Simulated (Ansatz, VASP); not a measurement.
**La: VASP beside Ansatz**

The input INCAR:

```
SYSTEM = La
PREC     = Accurate       ! precision mode
ENCUT    = 600            ! plane-wave cutoff, eV
EDIFF    = 1E-6           ! SCF threshold, eV
ISMEAR   = -1             ! smearing method
SIGMA    = 0.1            ! smearing width, eV
LREAL    = .FALSE.        ! projectors in reciprocal space
LASPH    = .TRUE.         ! aspherical terms in the spheres
NELM     = 100            ! most SCF steps
ALGO     = Normal         ! electronic algorithm
ISIF     = 3              ! what is computed and relaxed
LWAVE    = .FALSE.        ! write WAVECAR
LCHARG   = .FALSE.        ! write CHGCAR
GGA      = CA             ! functional
IBRION   = 2              ! ionic algorithm
NSW      = 80             ! ionic steps
EDIFFG   = -0.01          ! ionic threshold
```

KPOINTS

```
regular mesh
0
G
  8 8 8
  0 0 0
```

File POSCAR:

```
La
1.0
    0.0000000000      3.6965376151      3.6965376151
    3.6965376151      0.0000000000      3.6965376151
    3.6965376151      3.6965376151      0.0000000000
La
2
Direct
    0.1250000000      0.1250000000      0.1250000000
    0.8750000000      0.8750000000      0.8750000000
```

Input for Ansatz:

```yaml
crystal:
  lattice:
    - [0.0, 3.6965376151, 3.6965376151]
    - [3.6965376151, 0.0, 3.6965376151]
    - [3.6965376151, 3.6965376151, 0.0]
  atoms:
    - { symbol: La, position: [0.125, 0.125, 0.125] }
    - { symbol: La, position: [0.875, 0.875, 0.875] }
hamiltonian:
  xc: lda
  pseudopotentials:
    kind: paw
    azcp:
      La: "pseudopotentials/La.paw.azcp"
basis:
  ecutwfc: 420
  fft_grid_basis: typed
kpoints:
  mp_grid: { grid: [8, 8, 8], shift: [0, 0, 0] }
magnetization:
  spin_polarized: false
scf:
  occupations: { method: fermi_dirac, width: 0.1 }
relax:
  max_steps: 60
  f_tol: 0.01
  cell: {}
```

The cell was built by a generator and needn't be a form met in nature.

Alike in both runs: task relaxation of cell and atoms; functional LDA; k mesh 8 × 8 × 8; occupations fermi-dirac, width 0.1 eV; no spin polarisation.

|  | VASP | Ansatz |
| --- | --- | --- |
| version | VASP 6.6.1 | Ansatz 0.2.0 |
| potentials or method | VASP PAW LDA potentials, release 64 (La) | plane waves (420 eV) with PAW, scalar-relativistic |
| plane-wave cutoff (eV) | 600 | 420 |
| valence electrons in the cell | 22 | 22 |

VASP gave:

```
relaxed volume (Å³/atom)                                     : 34.57
relaxed cell length with the largest relative difference (Å) : 4.607
energy change over the relaxation (meV/atom)                 : -529
```

**Question.** What did Ansatz give for the same quantities?

**Answer.** Relaxed volume (Å³/atom): 34.60; relaxed cell length with the largest relative difference (Å): 4.608; energy change over the relaxation (meV/atom): -517.

Ansatz warned: «pseudo_functional_mismatch».

Caveats: the volume moved by over 15 % at a fixed basis, so the end points are rough (VASP). Spin-orbit coupling is left out, which matters for the levels of La.
